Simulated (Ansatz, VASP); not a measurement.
**Sb: VASP beside Ansatz**

```
Sb
1.0
     3.25480    0.00000    0.00000
     0.00000    3.25480    0.00000
     0.00000    0.00000    3.16000
Sb
1
Cartesian
  0.0000 0.0000 0.0000
```

Change from the starting cell: equal xx and yy strain of +3 %.

Alike in both runs: task single point; functional PBE; k mesh 13 × 13 × 13; occupations fermi-dirac, width 0.05 eV; no spin polarisation.

|  | VASP | Ansatz |
| --- | --- | --- |
| version | VASP 6.6.1 | Ansatz 0.2.0 |
| potentials or method | VASP PAW PBE potentials, release 64 (Sb), cutoff 520 eV | all-electron LAPW, scalar-relativistic |

|  | VASP | Ansatz | Ansatz less VASP |
| --- | --- | --- | --- |
| pressure (GPa) | -4.7 | -4.6 | +0.06 |
| largest component of the traceless stress (GPa) | 2.18 | 2.18 | -0.001 |

Ansatz ran all-electron here, so the differences hold the error of VASP's frozen core and of both bases.

The runs have no spin-orbit coupling, so splittings on Sb are missing.
